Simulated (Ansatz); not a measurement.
# OH on Ti(0001): change of the work function, part 2 of 5

Aim: the work function of Ti(0001) at several coverages of OH (hcp site), and the dipole that each adsorbate carries.

Ansatz 0.2.0; plane-wave DFT, PBE, Ansatz PAW.

So far, work function, upper face (eV): step 2 (the clean slab) 4.37.

**3. The covered slab, k-mesh 4×4×1, coverage 0.111 ML**

System of this step: OH/Ti(0001). The cell holds 38 atoms: 36 Ti, 1 O and 1 H. Cell: a = 8.850 Å, b = 8.850 Å, c = 27.387 Å, α = 90.0°, β = 90.0°, γ = 60.0°. Vacuum lies along c.

The clean slab as it ended is repeated in the plane and the adsorbate is set on one face; the cell's size fixes the coverage, and the k-mesh shrinks with it to keep the sampling density about even. Adsorbate and upper layers relax, since the dipole depends on the height.

input.yaml

```yaml
crystal:
  lattice:
    - [8.8500000001, 0.0, 0.0]
    - [4.425, 7.6643248235, 0.0]
    - [0.0, 0.0, 27.3867978225]
  atoms:
    - { symbol: Ti, position: [0.2222222222, 0.2222222222, 0.3286254953] }
    - { symbol: Ti, position: [0.0, 0.0, 0.4141521061] }
    - { symbol: Ti, position: [0.2222222222, 0.2222222222, 0.5021618095] }
    - { symbol: Ti, position: [0.0, 0.0, 0.5813486826] }
    - { symbol: Ti, position: [0.2222222222, 0.5555555556, 0.3286254953] }
    - { symbol: Ti, position: [0.0, 0.3333333333, 0.4141521061] }
    - { symbol: Ti, position: [0.2222222222, 0.5555555556, 0.5021618095] }
    - { symbol: Ti, position: [0.0, 0.3333333333, 0.5813486826] }
    - { symbol: Ti, position: [0.2222222222, 0.8888888889, 0.3286254953] }
    - { symbol: Ti, position: [0.0, 0.6666666667, 0.4141521061] }
    - { symbol: Ti, position: [0.2222222222, 0.8888888889, 0.5021618095] }
    - { symbol: Ti, position: [0.0, 0.6666666667, 0.5813486826] }
    - { symbol: Ti, position: [0.5555555556, 0.2222222222, 0.3286254953] }
    - { symbol: Ti, position: [0.3333333333, 0.0, 0.4141521061] }
    - { symbol: Ti, position: [0.5555555556, 0.2222222222, 0.5021618095] }
    - { symbol: Ti, position: [0.3333333333, 0.0, 0.5813486826] }
    - { symbol: Ti, position: [0.5555555556, 0.5555555556, 0.3286254953] }
    - { symbol: Ti, position: [0.3333333333, 0.3333333333, 0.4141521061] }
    - { symbol: Ti, position: [0.5555555556, 0.5555555556, 0.5021618095] }
    - { symbol: Ti, position: [0.3333333333, 0.3333333333, 0.5813486826] }
    - { symbol: Ti, position: [0.5555555556, 0.8888888889, 0.3286254953] }
    - { symbol: Ti, position: [0.3333333333, 0.6666666667, 0.4141521061] }
    - { symbol: Ti, position: [0.5555555556, 0.8888888889, 0.5021618095] }
    - { symbol: Ti, position: [0.3333333333, 0.6666666667, 0.5813486826] }
    - { symbol: Ti, position: [0.8888888889, 0.2222222222, 0.3286254953] }
    - { symbol: Ti, position: [0.6666666667, 0.0, 0.4141521061] }
    - { symbol: Ti, position: [0.8888888889, 0.2222222222, 0.5021618095] }
    - { symbol: Ti, position: [0.6666666667, 0.0, 0.5813486826] }
    - { symbol: Ti, position: [0.8888888889, 0.5555555556, 0.3286254953] }
    - { symbol: Ti, position: [0.6666666667, 0.3333333333, 0.4141521061] }
    - { symbol: Ti, position: [0.8888888889, 0.5555555556, 0.5021618095] }
    - { symbol: Ti, position: [0.6666666667, 0.3333333333, 0.5813486826] }
    - { symbol: Ti, position: [0.8888888889, 0.8888888889, 0.3286254953] }
    - { symbol: Ti, position: [0.6666666667, 0.6666666667, 0.4141521061] }
    - { symbol: Ti, position: [0.8888888889, 0.8888888889, 0.5021618095] }
    - { symbol: Ti, position: [0.6666666667, 0.6666666667, 0.5813486826] }
    - { symbol: O, position: [0.2222222222, 0.2222222222, 0.6355908396] }
    - { symbol: H, position: [0.2222222222, 0.2222222222, 0.6713745047] }
kpoints:
  mp_grid: { grid: [4, 4, 1] }
hamiltonian:
  xc: pbe
scf:
  occupations: { method: fermi_dirac, width: 0.1 }
  convergence: { dr2_threshold: 1.0e-08 }
efield:
  axis: 3
  dipole_correction: true
  ramp_position: 0.97
  ramp_width: 0.06
relax:
  f_tol: 0.02
  max_steps: 60
  constraints:
    - { sites: [0, 1, 4, 5, 8, 9, 12, 13, 16, 17, 20, 21, 24, 25, 28, 29, 32, 33] }
output:
  bader: true
  write_potential: true
  write_density: true
  volumetric_format: npy
```

Command:

```
ansatz run input.yaml --threads 4 --pin off --max-ram 12288MiB --backend cpu --events-out ev --progress --plain --runs-dir out
```

Numbers of over 12 decimals in the logs are rounded to 6 here.

What it wrote:

```text
[...]
Crystal: 38 atoms, lattice volume = 1857.627 Å³
Basis set: ecut = 420 eV, 36265 PW (Γ), exchange–correlation on 120×120×384 points (8 copies of the dense FFT grid, shifted against one another)
Bands: 264, of which v1, the nominal top of the filled ones, is band 220 counted from 1 (219 counted from 0)
Symmetry: 6 space group operations
[...]
k-points: 4 of 16 (time reversal used)
[...]
SCF iter   1: F=—  HF=-90557.317967 eV  |F-HF|=—  |Δ(HF+E_count)|=         —  Δρ=5.80e-3  dr2=3.71e0  ethr=1.77e-3  p=0.195 e·Å  D=1.90e-2 V/Å  ΔV_dip=-0.52 eV  dr2_dipole=7.59e-1  V_vac-E_F(+/−)=3.56/4.08 eV  ⟨swp⟩=10.5  Hψ=5262  notcnv=0
[...]
SCF iter  11: F=-90557.228806 eV  HF=-90557.228806 eV  |F-HF|=5.98e-9  |Δ(HF+E_count)|=   1.85e-8  Δρ=3.09e-7  dr2=2.56e-9  ethr=2.28e-12  p=0.235 e·Å  D=2.29e-2 V/Å  ΔV_dip=-0.63 eV  dr2_dipole=1.40e-13  V_vac-E_F(+/−)=3.80/4.42 eV  ⟨swp⟩=12.0  Hψ=7055  notcnv=0
SCF 1 converged in 11 iterations: F = -90557.228806 eV  dr2 = 2.56e-9
[...]
relax step   1: F+E_penalty+E_count = -90557.22880639 eV  Δ(F+E_penalty+E_count) = +0.000e0 eV  max|allowed force component| = 1.232e0 eV/Å  Δτ_max = 0.0000 Å  (11 SCF iters, accepted)
[...]
SCF iter  11: F=-90557.469624 eV  HF=-90557.469624 eV  |F-HF|=6.82e-9  |Δ(HF+E_count)|=   3.50e-8  Δρ=2.45e-7  dr2=1.95e-9  ethr=2.28e-12  p=0.260 e·Å  D=2.54e-2 V/Å  ΔV_dip=-0.69 eV  dr2_dipole=8.81e-11  V_vac-E_F(+/−)=3.73/4.42 eV  ⟨swp⟩=11.8  Hψ=6406  notcnv=0
SCF 2 converged in 11 iterations: F = -90557.469624 eV  dr2 = 1.95e-9
relax step   2: F+E_penalty+E_count = -90557.46962365 eV  Δ(F+E_penalty+E_count) = -2.408e-1 eV  max|allowed force component| = 4.584e-1 eV/Å  Δτ_max = 0.1397 Å  (11 SCF iters, accepted)
SCF iter   1: F=—  HF=-90557.591651 eV  |F-HF|=—  |Δ(HF+E_count)|=         —  Δρ=4.13e-3  dr2=1.08e0  ethr=1.90e-3  p=0.260 e·Å  D=2.54e-2 V/Å  ΔV_dip=-0.69 eV  dr2_dipole=1.48e-2  V_vac-E_F(+/−)=3.72/4.42 eV  ⟨swp⟩=3.0  Hψ=1886  notcnv=0
[...]
SCF iter  10: F=-90557.534002 eV  HF=-90557.534002 eV  |F-HF|=1.26e-8  |Δ(HF+E_count)|=   6.37e-8  Δρ=4.11e-7  dr2=6.06e-9  ethr=2.28e-12  p=0.255 e·Å  D=2.48e-2 V/Å  ΔV_dip=-0.68 eV  dr2_dipole=3.60e-10  V_vac-E_F(+/−)=3.74/4.42 eV  ⟨swp⟩=13.0  Hψ=9181  notcnv=0
SCF 3 converged in 10 iterations: F = -90557.534002 eV  dr2 = 6.06e-9
relax step   3: F+E_penalty+E_count = -90557.53400179 eV  Δ(F+E_penalty+E_count) = -6.438e-2 eV  max|allowed force component| = 6.614e-2 eV/Å  Δτ_max = 0.0672 Å  (10 SCF iters, accepted)
[...]
relax step   4: F+E_penalty+E_count = -90557.53627506 eV  Δ(F+E_penalty+E_count) = -2.273e-3 eV  max|allowed force component| = 2.605e-2 eV/Å  Δτ_max = 0.0091 Å  (8 SCF iters, accepted)
SCF iter   1: F=—  HF=-90557.537082 eV  |F-HF|=—  |Δ(HF+E_count)|=         —  Δρ=5.73e-4  dr2=2.13e-2  ethr=4.74e-5  p=0.255 e·Å  D=2.49e-2 V/Å  ΔV_dip=-0.68 eV  dr2_dipole=4.69e-4  V_vac-E_F(+/−)=3.74/4.42 eV  ⟨swp⟩=2.0  Hψ=1603  notcnv=0
[...]
SCF iter   8: F=-90557.536930 eV  HF=-90557.536930 eV  |F-HF|=1.05e-8  |Δ(HF+E_count)|=   4.50e-8  Δρ=2.98e-7  dr2=2.92e-9  ethr=2.28e-12  p=0.257 e·Å  D=2.50e-2 V/Å  ΔV_dip=-0.68 eV  dr2_dipole=3.69e-11  V_vac-E_F(+/−)=3.74/4.42 eV  ⟨swp⟩=13.2  Hψ=7748  notcnv=0
SCF 5 converged in 8 iterations: F = -90557.536930 eV  dr2 = 2.92e-9
relax step   5: F+E_penalty+E_count = -90557.53693044 eV  Δ(F+E_penalty+E_count) = -6.554e-4 eV  max|allowed force component| = 6.940e-3 eV/Å  Δτ_max = 0.0080 Å  (8 SCF iters, accepted)
NSCF: frozen V_eff on 4 k-points
[...]
SCF converged after 8 iterations
Free energy (F): -90557.536930 eV
[...]
Internal energy: -90555.288664 eV  (E = F + TS)
E sigma→0 (E₀):  -90556.412797 eV
Entropy (-TS):   -2.248267 eV (-59.165 meV/atom)
Fermi energy:    1.991124 eV
Dipole field:    D = 0.025000 V/Å  (p = 0.256643 e·Å, saw-weighted, corrected)
Work function:   Φ+ = 3.7381 eV   Φ− = 4.4228 eV
[...]
--- Forces (eV/Å), atoms counted from 1 ---
  atom   1  Ti    -0.00000000     0.00000000     0.60965994
  atom   2  Ti     0.06623773     0.03824237    -0.69825463
  atom   3  Ti     0.00000000     0.00000000    -0.00694006
  atom   4  Ti     0.00130905     0.00075578    -0.00090994
  atom   5  Ti    -0.00227526     0.00881761     0.60361210
  atom   6  Ti     0.00833026    -0.00480948    -0.53518479
  atom   7  Ti     0.00093677    -0.00144020    -0.00161278
  atom   8  Ti    -0.00256263     0.00147953     0.00346402
  atom   9  Ti    -0.00877391    -0.00243838     0.60361210
  atom  10  Ti     0.00000000    -0.07648474    -0.69825463
  atom  11  Ti     0.00171563    -0.00009117    -0.00161278
  atom  12  Ti     0.00000000    -0.00151156    -0.00090994
  atom  13  Ti     0.00649865    -0.00637924     0.60361210
  atom  14  Ti    -0.00000000     0.00961896    -0.53518479
  atom  15  Ti    -0.00077886     0.00153136    -0.00161278
  atom  16  Ti     0.00000000    -0.00295907     0.00346402
  atom  17  Ti    -0.00000000     0.00000000     0.61242958
  atom  18  Ti    -0.00833026    -0.00480948    -0.53518479
  atom  19  Ti     0.00000000     0.00000000     0.00175204
  atom  20  Ti     0.00256263     0.00147953     0.00346402
  atom  21  Ti     0.00877391    -0.00243838     0.60361210
  atom  22  Ti    -0.02047721     0.01182252    -0.56970304
  atom  23  Ti    -0.00171563    -0.00009117    -0.00161278
  atom  24  Ti     0.00140337    -0.00081024     0.00058255
  atom  25  Ti    -0.00649865    -0.00637924     0.60361210
  atom  26  Ti    -0.06623773     0.03824237    -0.69825463
  atom  27  Ti     0.00077886     0.00153136    -0.00161278
  atom  28  Ti    -0.00130905     0.00075578    -0.00090994
  atom  29  Ti     0.00227526     0.00881761     0.60361210
  atom  30  Ti     0.00000000    -0.02364505    -0.56970304
  atom  31  Ti    -0.00093677    -0.00144020    -0.00161278
  atom  32  Ti    -0.00000000     0.00162047     0.00058255
  atom  33  Ti    -0.00000000     0.00000000     0.56448949
  atom  34  Ti     0.02047721     0.01182252    -0.56970304
  atom  35  Ti    -0.00000000     0.00000000     0.00364777
  atom  36  Ti    -0.00140337    -0.00081024     0.00058255
  atom  37  O     -0.00000000    -0.00000000    -0.00370371
  atom  38  H     -0.00000000     0.00000000     0.00665630
  max |Σ_I F_I| component: 3.02e-5 eV/Å
--- Band table (eV) ---
  k-point 0: bands = [... 216 lower, 1.9757, 1.9941, 1.9941, 2.0279, 2.0647, 2.0647, 2.0753, 2.0788, ... 40 higher]
  k-point 1: bands = [... 216 lower, 1.9294, 1.9332, 1.9488, 2.0124, 2.0244, 2.0267, 2.0907, 2.0957, ... 40 higher]
  k-point 2: bands = [... 216 lower, 1.9119, 1.9624, 1.9732, 2.0147, 2.0148, 2.0595, 2.0666, 2.1432, ... 40 higher]
  k-point 3: bands = [... 216 lower, 1.9069, 1.9131, 1.9712, 2.0029, 2.0132, 2.0440, 2.0718, 2.1016, ... 40 higher]
--- Relaxed structure (5 steps of the walk, 5 accepted, 0 SCFs on fresh bases) ---
  F+E_penalty+E_count = -90557.53693044 eV   max|allowed force component| = 6.940e-3 eV/Å
  atoms:
    - { symbol: Ti, position: [0.222222, 0.222222, 0.328625] }
    - { symbol: Ti, position: [-1.1111114952088103e-11, -1.1111114952088108e-11, 0.414152] }
    - { symbol: Ti, position: [0.222222, 0.222222, 0.503536] }
    - { symbol: Ti, position: [-0.00273755, -0.00273755, 0.578313] }
    - { symbol: Ti, position: [0.222222, 0.555556, 0.328625] }
    - { symbol: Ti, position: [2.2222224060897133e-11, 0.333333, 0.414152] }
    - { symbol: Ti, position: [0.225054, 0.554259, 0.502120] }
    - { symbol: Ti, position: [0.00106632, 0.332800, 0.584357] }
    - { symbol: Ti, position: [0.222222, 0.888889, 0.328625] }
    - { symbol: Ti, position: [-1.1111112030448567e-11, 0.666667, 0.414152] }
    - { symbol: Ti, position: [0.225054, 0.887353, 0.502120] }
    - { symbol: Ti, position: [-0.00273755, 0.672142, 0.578313] }
    - { symbol: Ti, position: [0.555556, 0.222222, 0.328625] }
    - { symbol: Ti, position: [0.333333, 2.22222211392576e-11, 0.414152] }
    - { symbol: Ti, position: [0.554259, 0.225054, 0.502120] }
    - { symbol: Ti, position: [0.332800, 0.00106632, 0.584357] }
    - { symbol: Ti, position: [0.555556, 0.555556, 0.328625] }
    - { symbol: Ti, position: [0.333333, 0.333333, 0.414152] }
    - { symbol: Ti, position: [0.555556, 0.555556, 0.501902] }
    - { symbol: Ti, position: [0.332800, 0.332800, 0.584357] }
    - { symbol: Ti, position: [0.555556, 0.888889, 0.328625] }
    - { symbol: Ti, position: [0.333333, 0.666667, 0.414152] }
    - { symbol: Ti, position: [0.554259, 0.887353, 0.502120] }
    - { symbol: Ti, position: [0.336289, 0.665189, 0.582170] }
    - { symbol: Ti, position: [0.888889, 0.222222, 0.328625] }
    - { symbol: Ti, position: [0.666667, -1.1111114952088104e-11, 0.414152] }
    - { symbol: Ti, position: [0.887353, 0.225054, 0.502120] }
    - { symbol: Ti, position: [0.672142, -0.00273755, 0.578313] }
    - { symbol: Ti, position: [0.888889, 0.555556, 0.328625] }
    - { symbol: Ti, position: [0.666667, 0.333333, 0.414152] }
    - { symbol: Ti, position: [0.887353, 0.554259, 0.502120] }
    - { symbol: Ti, position: [0.665189, 0.336289, 0.582170] }
    - { symbol: Ti, position: [0.888889, 0.888889, 0.328625] }
    - { symbol: Ti, position: [0.666667, 0.666667, 0.414152] }
    - { symbol: Ti, position: [0.888889, 0.888889, 0.498523] }
    - { symbol: Ti, position: [0.665189, 0.665189, 0.582170] }
    - { symbol: O, position: [0.222222, 0.222222, 0.630582] }
    - { symbol: H, position: [0.222222, 0.222222, 0.666123] }
--- Bader charges: 38 sites ---
  site symbol  charge [e]  shift [e]
     0     Ti     -0.0571     0.0000
     1     Ti      0.0634     0.0000
     2     Ti      0.1910     0.0000
     3     Ti     -0.1698     0.0000
     4     Ti     -0.0535     0.0000
     5     Ti      0.0225     0.0000
     6     Ti      0.1348     0.0000
     7     Ti      0.1569     0.0000
     8     Ti     -0.0536     0.0000
     9     Ti      0.0635     0.0000
    10     Ti      0.1348     0.0000
    11     Ti     -0.1698     0.0000
    12     Ti     -0.0535     0.0000
    13     Ti      0.0225     0.0000
    14     Ti      0.1348     0.0000
    15     Ti      0.1569     0.0000
    16     Ti     -0.0535     0.0000
    17     Ti      0.0207     0.0000
    18     Ti      0.1132     0.0000
    19     Ti      0.1570     0.0000
    20     Ti     -0.0535     0.0000
    21     Ti      0.0559     0.0000
    22     Ti      0.1349     0.0000
    23     Ti     -0.1210     0.0000
    24     Ti     -0.0536     0.0000
    25     Ti      0.0635     0.0000
    26     Ti      0.1348     0.0000
    27     Ti     -0.1698     0.0000
    28     Ti     -0.0536     0.0000
    29     Ti      0.0558     0.0000
    30     Ti      0.1348     0.0000
    31     Ti     -0.1210     0.0000
    32     Ti     -0.0559     0.0000
    33     Ti      0.0552     0.0000
    34     Ti      0.1209     0.0000
    35     Ti     -0.1209     0.0000
    36      O     -1.3500     0.0021
    37      H      0.5824     0.0021
  estimated error of the sums over rays = 6.0e-4 e
```

Elapsed: 10 min, on 4 threads of Arm Neoverse V2, shared host; peak memory 8 GiB.

This run has no spin polarisation although its electron count is odd.

Step by step:

```tsv
step	energy less that of the first step (eV)	largest force component (eV/Å)
1	0.0000	1.2319
2	-0.2408	0.4584
3	-0.3052	0.0661
4	-0.3075	0.0261
5	-0.3081	0.0069
```

Forces are held to the 6 operations that the run works with; a distortion that breaks them can't arise in this run.

The atoms that moved most (Å):

```tsv
atom	dx	dy	dz	length
H38	0.000	0.000	-0.144	0.144
O37	0.000	0.000	-0.137	0.137
Ti35	0.000	0.000	-0.100	0.100
Ti12	0.000	0.042	-0.083	0.093
Ti28	0.036	-0.021	-0.083	0.093
Ti4	-0.036	-0.021	-0.083	0.093
Ti20	-0.007	-0.004	0.082	0.083
Ti16	0.000	0.008	0.082	0.083
```

Final coordinates:

```xyz
38
Lattice="8.8500 0.0000 0.0000 4.4250 7.6643 0.0000 0.0000 0.0000 27.3868" Properties=species:S:1:pos:R:3
Ti    2.9500    1.7032    9.0000
Ti    0.0000    0.0000   11.3423
Ti    2.9500    1.7032   13.7902
Ti   -0.0363   -0.0210   15.8381
Ti    4.4250    4.2580    9.0000
Ti    1.4750    2.5548   11.3423
Ti    4.4443    4.2480   13.7515
Ti    1.4821    2.5507   16.0037
Ti    5.9000    6.8127    9.0000
Ti    2.9500    5.1095   11.3423
Ti    5.9183    6.8010   13.7515
Ti    2.9500    5.1515   15.8381
Ti    5.9000    1.7032    9.0000
Ti    2.9500    0.0000   11.3423
Ti    5.9011    1.7249   13.7515
Ti    2.9500    0.0082   16.0037
Ti    7.3750    4.2580    9.0000
Ti    4.4250    2.5548   11.3423
Ti    7.3750    4.2580   13.7455
Ti    4.4179    2.5507   16.0037
Ti    8.8500    6.8127    9.0000
Ti    5.9000    5.1095   11.3423
Ti    8.8317    6.8010   13.7515
Ti    5.9196    5.0982   15.9438
Ti    8.8500    1.7032    9.0000
Ti    5.9000    0.0000   11.3423
Ti    8.8489    1.7249   13.7515
Ti    5.9363   -0.0210   15.8381
Ti   10.3250    4.2580    9.0000
Ti    7.3750    2.5548   11.3423
Ti   10.3057    4.2480   13.7515
Ti    7.3750    2.5774   15.9438
Ti   11.8000    6.8127    9.0000
Ti    8.8500    5.1095   11.3423
Ti   11.8000    6.8127   13.6530
Ti    8.8304    5.0982   15.9438
O     2.9500    1.7032   17.2696
H     2.9500    1.7032   18.2430
```

Numbers from this step:

- energy at zero smearing: -90556.4128 eV
- work function, upper face: 3.738 eV
- dipole along the normal: 0.2566 e·Å
- step between the vacuum levels: -0.6847 eV

Running mean over 2.342 Å of the planar mean; the ramp of the sawtooth is left out. Electron's electrostatic potential energy less the Fermi level against z:

z (Å), electron's electrostatic potential energy less the Fermi level (eV) and a bar from the least value:
```
      3.5       4.42 ##############################
      4.0       4.42 ##############################
      4.5       4.42 ##############################
      5.0       4.40 ##############################
      5.5       4.36 ##############################
      6.0       4.24 ##############################
      6.5       3.88 #############################
      7.0       2.90 ##########################
      7.5       0.38 ####################
      8.0      -3.13 ###########
      8.5      -5.87 ####
      9.0      -6.74 ##
      9.5      -6.71 ##
     10.0      -6.59 ##
     10.5      -6.56 ###
     11.0      -6.58 ##
     11.5      -6.57 ###
     12.0      -6.42 ###
     12.5      -6.30 ###
     13.0      -6.36 ###
     13.5      -6.58 ##
     14.0      -6.92 ##
     14.5      -7.44 
     15.0      -7.58 
     15.5      -7.27 #
     16.0      -6.95 ##
     16.5      -5.95 ####
     17.0      -3.18 ###########
     17.5       0.10 ###################
     18.0       2.26 #########################
     18.5       3.15 ###########################
     19.0       3.52 ############################
     19.5       3.65 ############################
     20.0       3.71 ############################
     20.5       3.73 ############################
     21.0       3.74 ############################
     21.5       3.74 ############################
     22.0       3.74 ############################
     22.5       3.74 ############################
     23.0       3.74 ############################
     23.5       3.74 ############################
     24.0       3.74 ############################
```

The relaxation took 5 steps and lowered the energy by 0.31 eV; the largest force on the free atoms ends at 0.0069 eV/Å.

The covered face has 3.74 eV, -0.63 eV against the clean one; the bare back face has moved by -0.00 eV, a measure of how thin the slab is.

(Continued in part 3 of 5.)

[Logs are printed without paths, hosts, clocks, repeated set-up lines and the standing remarks that a program may print on its own settings, such as how far it seeks lower states.]

[Hosts, paths, dates, database ids (printed as entryN), source tags and the programs' standing remarks are cut or masked in the printed files.]

[Maps of the electrostatic potential energy from Ansatz leave out the sawtooth potential of an applied field or a dipole correction, so their vacuum need not be flat; planar profiles and work functions include it.]
